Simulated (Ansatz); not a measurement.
# Ionic part of the dielectric constant of SiC at 7 GPa, mode by mode

Theory: Ansatz, DFT PBEsol, scalar-relativistic, plane waves, PAW. Plane waves to 420 eV; Γ-centred k mesh 12×12×6; fixed occupations. No spin polarisation. Phonons by linear response, acoustic sum rule imposed.

Symmetry: P6_3mc, No. 186, hexagonal system. The conventional cell has a = 3.046 Å, b = 3.046 Å, c = 4.997 Å, α = 90.00°, β = 90.00°, γ = 120.00°. Around Si (site symmetry 3m) lie 4 C at 1.86 to 1.88 Å. C (site symmetry 3m) has 4 Si at 1.86 to 1.88 Å as nearest neighbours.

The primitive cell has V = 40.15 Å³ and ε∞,yy = 6.942. Each polar mode adds Δε = (4.92064×10⁷/V)·S/ν² along y, with S its oscillator strength in e²/amu, ν in cm⁻¹ and V in Å³.

Task: From these modes, find each Δε and ε0,yy.
```tsv
ν (cm⁻¹)	S_yy (e²/amu)
817.0	1.736
```

Result:
```
ν (cm⁻¹)    Δε
   817.0  3.19
```

The sum is 3.188, so ε0,yy = 10.13; the run's tensor has 10.13.

Task: Where do the longitudinal modes lie for a wave vector along y?

Result: At 987 cm⁻¹. The Lyddane–Sachs–Teller product Π(ν_LO/ν_TO)² = 1.46 matches ε0/ε∞ = 1.46.

Cost: 1 run of about 1.6 core-minutes, on Intel Xeon 6975P-C (Granite Rapids) (shared hosts).